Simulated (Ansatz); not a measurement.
## Where Mo_Si puts its levels in the gap of SiC (F-43m)

Charge states of Mo_Si in SiC (F-43m), set against the band edges. Model: a cell of 54 host atoms with 1 Si taken out and 1 Mo put in.

Program: Ansatz 0.2.0. Level of theory: place-levels on r2SCAN runs: charge-transition levels and formation energies with image-charge correction and potential alignment at the atomic sites; PAW set soft_1. Results are calculated unless marked as measured.

**What experiment says.**

For SiC, cubic 3C zincblende (literature value), “Insight into the structural, elastic and electronic properties of a new orthorhombic 6O-SiC polytype” (2020, pmc:7200658) quotes earlier work: band gap (indirect gap) 2.4 eV [literature value; measurement temperature and method not stated].

In doubt: warnings of the run leave room for a lower electronic state (in some of the runs), so energies may not be the lowest and differences between runs may mislead.

## 1. The structure

The cell holds 54 atoms: 26 Si, 27 C and 1 Mo. Its edges and angles: a = 9.242 Å, b = 9.242 Å, c = 9.242 Å, α = 60.0°, β = 60.0°, γ = 60.0°. It derives from SiC (space group F-43m). Nearest the centre at fractional (0.333, 0.667, 0.667): Mo35 at 0.00 Å, C30 at 1.89 Å, C34 at 1.89 Å, C36 at 1.89 Å, C18 at 1.89 Å, Si25 at 3.08 Å, Si23 at 3.08 Å, Si13 at 3.08 Å.

The host's dielectric constants go in as inputs: 7.06 for the electrons alone, 10.43 with the ions, computed on the host (DFPT, PBEsol, on the r2SCAN cell), and a cell off the functional's own equilibrium shifts the ionic part.

The cell's shortest repeat is 9.2 Å.

## 2. Charge states

Levels follow from differences of total energies between charge states, each relaxed by itself.

Each atom starts 0.05 Å or so off its site in a random direction: a symmetric start keeps its symmetry, and would miss off-centre moves and Jahn–Teller distortions. Forces are taken on a 2×2×2 shifted mesh. The cell holds 1 electron more than the neutral one, with a uniform background that keeps it neutral on the whole. The electron count is odd, so at least one spin is unpaired; this run locks the moment at 1 μB.

The sampling was tested on the host first: at the k-points planned (1x1x1 shifted 0.25 0.25 0.25) its energy lies 0.119 eV an atom from the dense-mesh value, so the final energies take a denser sampling.

One of the inputs; charge, spin and start change from state to state.

qm1_M1.relax/input.yaml reads:

```yaml
crystal:
  lattice:
    - [0.0, 6.53488873, 6.53488873]
    - [6.53488873, 0.0, 6.53488873]
    - [6.53488873, 6.53488873, 0.0]
  atoms:
    - { symbol: Si, position: [0.0, 0.0, 0.0] }
    - { symbol: C, position: [0.08333333, 0.08333333, 0.08333333] }
[... 2 atom lines left out ...]
    - { symbol: Si, position: [0.0, 0.0, 0.66666667] }
    - { symbol: C, position: [0.08333333, 0.08333333, 0.75] }
[... 6 atom lines left out ...]
    - { symbol: Si, position: [0.0, 0.66666667, 0.0] }
    - { symbol: C, position: [0.08333333, 0.75, 0.08333333] }
[... 2 atom lines left out ...]
    - { symbol: Si, position: [0.0, 0.66666667, 0.66666667] }
    - { symbol: C, position: [0.08333333, 0.75, 0.75] }
[... 2 atom lines left out ...]
    - { symbol: Si, position: [0.33333333, 0.0, 0.33333333] }
[... 1 atom line left out ...]
    - { symbol: Si, position: [0.33333333, 0.0, 0.66666667] }
[... 1 atom line left out ...]
    - { symbol: Si, position: [0.33333333, 0.33333333, 0.0] }
    - { symbol: C, position: [0.41666667, 0.41666667, 0.08333333] }
[... 2 atom lines left out ...]
    - { symbol: Si, position: [0.33333333, 0.33333333, 0.66666667] }
    - { symbol: C, position: [0.41666667, 0.41666667, 0.75] }
    - { symbol: Si, position: [0.33333333, 0.66666667, 0.0] }
[... 1 atom line left out ...]
    - { symbol: Si, position: [0.33333333, 0.66666667, 0.33333333] }
    - { symbol: C, position: [0.41666667, 0.75, 0.41666667] }
    - { symbol: Mo, position: [0.33333333, 0.66666667, 0.66666667] }
    - { symbol: C, position: [0.41666667, 0.75, 0.75] }
[... 10 atom lines left out ...]
    - { symbol: Si, position: [0.66666667, 0.33333333, 0.66666667] }
[... 3 atom lines left out ...]
    - { symbol: Si, position: [0.66666667, 0.66666667, 0.33333333] }
[... 1 atom line left out ...]
    - { symbol: Si, position: [0.66666667, 0.66666667, 0.66666667] }
    - { symbol: C, position: [0.75, 0.75, 0.75] }
  host:
    repeats: [3, 3, 3]
    atoms:
      - { symbol: Si, position: [0.0, 0.0, 0.0] }
      - { symbol: C, position: [0.25, 0.25, 0.25] }
total_charge: -1
basis:
  ecutwfc: 500
  xc_grid: 2
hamiltonian:
  xc: r2scan
  pseudopotentials: { kind: paw, azcp: { folder: soft_1 } }
kpoints:
  mp_grid: { grid: [2, 2, 2], shift: [0.5, 0.5, 0.5] }
magnetization:
  spin_polarized: true
  initial_magnetization: 1
  spin_locking: { lock_magnetization: hard }
scf:
  occupations: { method: fixed }
  max_iter: 100
output:
  forces: true
  charged_corrections:
    epsilon: 7.06
    static_epsilon: 10.43
    defect_position: [0.333333, 0.666667, 0.666667]
relax:
  f_tol: 0.02
  max_steps: 80
  random_displacement: { amplitude: 0.05, seed: 8058 }
checkpoint:
  write: "../qm1_M1.relax.run"
  compress: false
  write_wavefunctions: true
  write_every: 100000
```

On the command line:

```
> ansatz run input.yaml --threads 4 --pin off --max-ram 7536MiB --backend cpu --events-out ev --progress --plain --runs-dir out
```

The run of this state that the levels use, under r2SCAN:

qm1_M1.point/input.yaml reads:

```yaml
crystal:
  checkpoint: "../qm1_M1.relax.run"
  host: checkpoint
total_charge: -1
basis:
  ecutwfc: 500
  xc_grid: 2
hamiltonian:
  xc: r2scan
  pseudopotentials: { kind: paw, azcp: { folder: soft_1 } }
kpoints:
  mp_grid: { grid: [2, 2, 2], shift: [0.5, 0.5, 0.5] }
magnetization:
  spin_polarized: true
  initial_magnetization: 1
  spin_locking: { lock_magnetization: hard }
scf:
  occupations: { method: fixed }
  max_iter: 100
output:
  forces: true
  eigenvalues: true
  charged_corrections:
    epsilon: 7.06
    static_epsilon: 10.43
    defect_position: [0.333333, 0.666667, 0.666667]
  eigenstates: { localisation: true }
  populations: true
  efg: {}
checkpoint:
  read: "../qm1_M1.relax.run"
  write: "../qm1_M1.point.run"
  compress: false
  write_wavefunctions: false
  write_every: 100000
```

Relaxations under r2SCAN at a 2×2×2 shifted mesh; times on 4 threads of Arm Neoverse V2, shared host:

| charge | moment (μB) | occupations | outcome | steps | largest displacement against the far atoms (Å) | time |
| --- | --- | --- | --- | --- | --- | --- |
| −1 | 1 | fixed | converged | 6 | 0.15 | 4.8 min |
| 0 | 0 | fixed | converged | 13 | 0.16 | 6 min |
| 0 | 2 | fixed | converged | 5 | 0.14 | 3.9 min |
| +1 | 1 | fixed | converged | 7 | 0.11 | 6.9 min |

Single points under r2SCAN at a 2×2×2 shifted mesh; times on 4 threads of Arm Neoverse V2, shared host:

| charge | moment (μB) | occupations | outcome | time |
| --- | --- | --- | --- | --- |
| −1 | 1 | fixed | converged | 42 s |
| 0 | 0 | fixed | converged | 26 s |
| 0 | 2 | fixed | converged | 47 s |
| +1 | 1 | fixed | converged | 69 s |

Distances (Å) from Mo35 to the nearest atoms after relaxation with r2SCAN:

| charge | moment (μB) | 1. | 2. | 3. | 4. | 5. | 6. |
| --- | --- | --- | --- | --- | --- | --- | --- |
| −1 | 1 | C 2.02 | C 2.03 | C 2.03 | C 2.03 | Si 3.09 | Si 3.09 |
| 0 | 0 | C 1.96 | C 2.00 | C 2.02 | C 2.02 | Si 3.04 | Si 3.04 |
| 0 | 2 | C 2.02 | C 2.02 | C 2.02 | C 2.02 | Si 3.10 | Si 3.10 |
| +1 | 1 | C 1.98 | C 1.99 | C 1.99 | C 1.99 | Si 3.10 | Si 3.10 |

## 3. Levels against the band edges, r2SCAN

A charged cell interacts with its images and the background, and its potential has another zero than the host's. place-levels removes the first by a point-charge model, screened by the static dielectric constant since the ions have relaxed around the charge, and the second by comparing potentials at atoms far from the defect.

The host is a run of the defect-free crystal in the same cutoffs, grids and k-points, so that basis and sampling errors cancel in part in the differences. The host is run in a cell of 2 atoms on a matching mesh. Its band edges are searched through the zone by a band path, so the gap is smaller than, or equal to, that on the mesh. Chemical potentials are energies per atom of Si (diamond) and Mo (bcc), run with the same functional and cutoff.

levels.point.yaml reads:

```yaml
host:
  run: host.point.run
states: [qm1_M1.point.run, q0.point.run, q0_M2.point.run, qp1_M1.point.run]
geometry_from:
  qm1_M1.point.run: qm1_M1.relax.run
  q0.point.run: q0.relax.run
  q0_M2.point.run: q0_M2.relax.run
  qp1_M1.point.run: qp1_M1.relax.run
  host.point.run: host.relax.run
chemical_potentials:
  Si:
    energy: -639.06578
    dataset: <sha256 of the dataset>
  Mo:
    energy: -4967.627126
    dataset: "<sha256 of the dataset>"
epsilon: 7.06
static_epsilon: 10.43
vertical:
  - { from: qm1_M1.point.run, to: qm1_M1.point_neutral.run }
```

On the command line:

```
> ansatz place-levels levels.point.yaml -- --threads 4 --pin off --max-ram 7536MiB
```

Numbers of over 12 decimals in the logs are rounded to 6 here.

The log of the run:

```text
[... repeated set-up lines and file paths are left out, and long positions are rounded to six places ...]
(+1/0) 1.024 eV above the valence edge, 0.686 eV under the conduction edge
(0/-1) 1.767 eV above the valence edge (+2.354 eV without the band-filling correction), in the conduction band
formation energy of charge +1: +2.954 eV with the Fermi level at the valence edge
formation energy of charge 0: +3.978 eV with the Fermi level at the valence edge
formation energy of charge -1: +5.746 eV with the Fermi level at the valence edge
vertical -1 to 0: no energy, since no alignment is typed
  the change from vertical[0].from (qm1_M1.point.run) to vertical[0].to (qm1_M1.point_neutral.run): by its potential at epsilon 7.06 it stands at 0.363 0.699 0.697, with an rms radius of about 3.3 Å (1.9 1.9 1.9 Å across the planes of the cell's vectors); [...]
  edges by r2scan, gap 1.710 eV; the host is sampled to repeats of 18.48 Å
  the defect's cells are sampled to repeats of 18.48 Å, like sampling
  charge +1: -28400.9023 eV with its correction of +0.543 eV, at epsilon 10.43, aligned at sites: +0.3010 eV, mean over 19 atomic sites at or beyond 4.62 Å from the defect at [0.3333, 0.6667, 0.6667], with -0.000000 for the charge's moments and without [...]
  charge 0: +0.000 eV for its dipole among its images, +0.000 omitted
  charge -1: -28378.7685 eV with its correction of -0.149 eV, at epsilon 10.43, aligned at sites: +0.3914 eV, mean over 19 atomic sites at or beyond 4.62 Å from the defect at [0.3333, 0.6667, 0.6667], with +0.000000 for the charge's moments and without [...]
  charge 0: states[1] (q0.point.run) stands 0.703 eV higher, with a moment of 0.00 μB against 2.00
  of states[3] (qp1_M1.point.run): how wide its charge is, is not read beside other atoms or cores, and a band state would take no correction. [...]
  of states[2] (q0_M2.point.run): its alignment with the host at atomic sites is doubtful: the mean over the far sites moves by +0.0727 eV from their farther parts to their nearer, more than 0.05 eV. [...]
  of states[0] (qm1_M1.point.run): it parts from the run at its places by a charge that spreads by about 1.9 Å along one vector (1.3 Å or more is wide), by its potential at epsilon 7.06, taken for that of held ions (one typed too small widens it), where the [...]
  of states[1] (q0.point.run): band_overlap_at_count; of the run under geometry_from: band_overlap_at_count
  of vertical[0].from (qm1_M1.point.run): stability_check_not_made; [...]
  of vertical[0].to (qm1_M1.point_neutral.run): band_overlap_at_count; minimisation_begun
```

The job ended after 0.24 s (4 threads of Arm Neoverse V2, shared host).

Levels between the charges placed, in eV above the valence top:

|  | gap (eV) | (+1/0) | (0/−1) |
| --- | --- | --- | --- |
| r2SCAN | 1.71 | 1.02 | 1.77 |

Corrections by state:

| charge | moment (μB) | image terms and alignment (eV) | band filling (eV) | ε used | over the lowest of its charge, as the program ranks them, band filling apart (eV) |
| --- | --- | --- | --- | --- | --- |
| +1 | 1.0 | 0.543 | - | 10.43 | 0.000 |
| 0 | 2.0 | 0.000 | - | - | 0.000 |
| −1 | 1.0 | -0.149 | -0.587 | 10.43 | 0.000 |
| 0 | 0.0 | 0.000 | - | - | 0.703 |

The charged structures listed were also run neutral, and place-levels reads from each pair, by the potential or the spins, how wide the charge is by which they differ; that can be the carrier of either run.

| charge | rms radius (Å) | spread where it is widest against the cell (Å) | wide from (Å) | reading |
| --- | --- | --- | --- | --- |
| −1 | 3.3 | 1.90 | 1.31 | wide |

The neutral runs of these pairs need not share the spin of the lowest neutral state, and very wide values only mean spread over the cell.

From the program's caveats on the states, each cut to its opening words:

- charge +1 (1 μB): how wide its charge is, is not read beside other atoms or cores, and a band state would take no correction
- charge +1 (1 μB): its alignment with the host at atomic sites is doubtful: the mean over the far sites moves by -0.0595 eV from their farther parts to their nearer, more than [...]
- charge +1 (1 μB), 0 (2 μB), −1 (1 μB): flagged: stability check not made
- charge 0 (2 μB): its alignment with the host at atomic sites is doubtful: the mean over the far sites moves by +0.0727 eV from their farther parts to their nearer, more than [...]
- charge −1 (1 μB): it parts from the run at its places by a charge that spreads by about 1.9 Å along one vector (1.3 Å or more is wide), by its potential at epsilon 7.06, taken [...]
- charge −1 (1 μB): a band-filling correction moves a carrier to the host's band edge, which changes its energy by -0.587 eV
- charge −1 (1 μB): its alignment with the host at atomic sites is doubtful: the mean over the far sites moves by +0.0883 eV from their farther parts to their nearer, more than [...]
- charge 0: filled levels lie above empty ones at the fixed electron count

The host's formation energy from the elements is -0.356 eV per atom; it sets how far the chemical potentials can move.

Limit set by the element alone; other compounds of these elements are not counted. Chemical potentials from the elements' reference states: C 0.00 eV, Si -0.71 eV, Mo 0.00 eV. Formation energies (C-rich), with the Fermi level at the valence top and at the conduction bottom (gap 1.71 eV):

| charge | at valence top (eV) | at conduction bottom (eV) | correction included (eV) |
| --- | --- | --- | --- |
| +1 | 2.24 | 3.95 | 0.54 |
| 0 | 3.27 | 3.27 | 0.00 |
| −1 | 5.03 | 3.32 | -0.74 |

```csv
Fermi level (eV),lowest formation energy (eV)
0.00,2.24
0.16,2.40
0.31,2.55
0.47,2.71
0.62,2.86
0.78,3.02
0.93,3.18
1.09,3.27
1.24,3.27
1.40,3.27
1.55,3.27
1.71,3.27
```

Limit set by the element alone; other compounds of these elements are not counted. Chemical potentials from the elements' reference states: Si 0.00 eV, C -0.71 eV, Mo 0.00 eV. Formation energy by charge state (Si-rich; gap 1.71 eV):

| charge | at valence top (eV) | at conduction bottom (eV) | correction included (eV) |
| --- | --- | --- | --- |
| +1 | 2.95 | 4.66 | 0.54 |
| 0 | 3.98 | 3.98 | 0.00 |
| −1 | 5.75 | 4.04 | -0.74 |

| Fermi level (eV) | lowest formation energy (eV) |
| --- | --- |
| 0.00 | 2.95 |
| 0.16 | 3.11 |
| 0.31 | 3.26 |
| 0.47 | 3.42 |
| 0.62 | 3.58 |
| 0.78 | 3.73 |
| 0.93 | 3.89 |
| 1.09 | 3.98 |
| 1.24 | 3.98 |
| 1.40 | 3.98 |
| 1.55 | 3.98 |
| 1.71 | 3.98 |

## 4. Summary of results

```
gap of the host                                                          : 1.71 eV (r2SCAN)
level (plus 1/0)                                                         : 1.02 eV above the valence top
level (0/minus 1)                                                        : 1.77 eV above the valence top, past the conduction bottom (2.35 eV above the valence top without the band-filling term)
lowest of the charges placed, just above the valence top (0.02 eV)       : +1
lowest of the charges placed, just below the conduction bottom (0.02 eV) : 0
lowest formation energy at mid-gap of the charges run, C-rich            : 3.10 eV
lowest formation energy at mid-gap of the charges run, Si-rich           : 3.81 eV
```

Of the charges placed (−1, 0 and +1), the lowest changes at 1.02 eV (+1/0) above the valence top, in a gap of 1.71 eV. Charges above +1 were not placed, so these runs say nothing of levels that involve them. States placed: +1 at 1 μB; 0 at 2 μB and 0 μB; −1 at 1 μB. Other spin states or structures, where not listed, weren't placed. The program finds carriers beyond a band edge of the host and adds a band-filling term at charge −1 (-0.59 eV); steps to such a charge show no bound level, and a defect level inside a band would be read the same way. Mo is taken at its element; compounds, which aren't counted here, bound the chemical potentials and would shift these formation energies. The program doubts the alignment of potentials for at least one state, a sign that the cell is small. What this leaves open: r2SCAN makes the gap too small and tends to spread out bound carriers.

Comparison with the measured values:

| quantity | measured | r2SCAN |
| --- | --- | --- |
| band gap (least gap of the host) (eV) | 2.4 | 1.71 (-0.69 eV) |

Measured values from pmc:7200658 (2020).

Verdict: The band gap is off by -0.69 eV. Local and semilocal functionals usually give gaps below the measured ones. Zero-point and thermal motion shift the measured gap.

[Logs are printed without paths, hosts, clocks, repeated set-up lines and the standing remarks that a program may print on its own settings, such as how far it seeks lower states.]

[Hosts, paths, dates, database ids (printed as entryN), source tags and the programs' standing remarks are cut or masked in the printed files.]

[Where a table of states has a column of steps, it counts the stored structures, which are thinned; the runs took as many ionic steps or more.]

[A defect's name tells the site on which it was built; relaxed atoms can leave that site.]

[For some hosts the program warned that the k-mesh of the response run may be too coarse for force constants and the static dielectric constant; such warnings are not shown here.]
